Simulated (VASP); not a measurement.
Input of a VASP 6.6.1 run:

File INCAR:

```
ALGO     = Fast           # electronic algorithm
EDIFF    = 1E-6           # SCF threshold, eV
ENCUT    = 520            # plane-wave cutoff, eV
GGA      = PE             # functional
ISIF     = 2              # what is computed and relaxed
ISMEAR   = 0              # smearing method
LASPH    = True           # aspherical terms in the spheres
LCHARG   = True           # write CHGCAR
LELF     = True           # ELF
LREAL    = False          # projectors in reciprocal space
LVHAR    = True         
LWAVE    = False          # write WAVECAR
NBANDS   = 18             # bands
NELM     = 100            # most SCF steps
PREC     = Accurate       # precision mode
SIGMA    = 0.15           # smearing width, eV
```

File KPOINTS:

```
k-points
0
Gamma
  12 12 8
```

Contents of POSCAR:

```
Au
1.0
    2.9705019443     -0.0685826999      0.0002938555
   -1.5446453325      2.5378639798     -0.0000252993
    0.0004926229      0.0002354427      4.8505847443
Au
2
Direct
    0.3392321724      0.6604225000      0.7499951439
    0.6607678276      0.3395775000      0.2500048561
```

Potentials or basis: VASP PAW PBE potentials, release 64 (Au).

The run is started by

```console
$ cat potpaw_PBE.64/Au/POTCAR > POTCAR
$ mpirun -np 1 vasp_std > vasp.out
```

**Question.** Predict the band gap on the k mesh.

**Answer.** None (metal or under the smearing width).

**Question.** What does it give for the pressure?

**Answer.** -0.1 GPa.

The run has no spin-orbit coupling, so splittings on Au are missing.
